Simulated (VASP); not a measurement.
Crystal: SiNi.

```
Si Ni
1.0
     2.89056    0.00000    0.00000
     0.00000    3.21395    0.00000
     0.00000    0.00000    4.57539
Si Ni
2 2
Cartesian
  0.0000 0.0000 0.7159
  1.4453 1.6070 3.8594
  0.0000 0.0000 3.0048
  1.4453 1.6070 1.5706
```

The cell is a database's computed one.

The cell isn't the ideal one: a relaxed cell with its volume scaled by 0.94.

```yaml
Program: VASP 6.6.1
Task: relaxation of shape and atoms at fixed volume
Functional: r2SCAN
Potentials_or_basis: VASP PAW PBE potentials, release 64 (Si, Ni)
Cutoff: 600 eV
k_mesh: 12 × 12 × 8
Occupations: methfessel-paxton, width 0.1 eV
Spin: no spin polarisation
```

At the start: pressure 14.4 GPa; volume 10.63 Å³/atom.

Question: Where does the relaxation end?

Answer: Over 8 steps the energy falls by 2.5 meV/atom; space group Pmmn (No. 59, to 0.05 Å).

The path:
```
step  energy change (eV)  largest force (eV/Å)  pressure (GPa)
   1              0.0000                0.2049           14.42
   2             -0.0085                0.0366           13.30
   3             -0.0085                0.0422           13.35
   4             -0.0093                0.0111           13.28
   5             -0.0095                0.0504           13.23
   6             -0.0097                0.0147           13.22
   7             -0.0097                0.0256           13.19
   8             -0.0098                0.0034           13.17
```

Final structure:
```yaml
crystal:
  lattice:
    - [2.85113, 0.00000, 0.00000]
    - [0.00000, 3.23117, 0.00000]
    - [0.00000, 0.00000, 4.61395]
  atoms:
    - { symbol: Si, position: [0.00000, 0.00000, 0.15496] }
    - { symbol: Si, position: [0.50000, 0.50000, 0.84504] }
    - { symbol: Ni, position: [0.00000, 0.00000, 0.65458] }
    - { symbol: Ni, position: [0.50000, 0.50000, 0.34542] }
```

Caveat: the PAW data sets were made with another functional, which shifts forces and pressure a little.
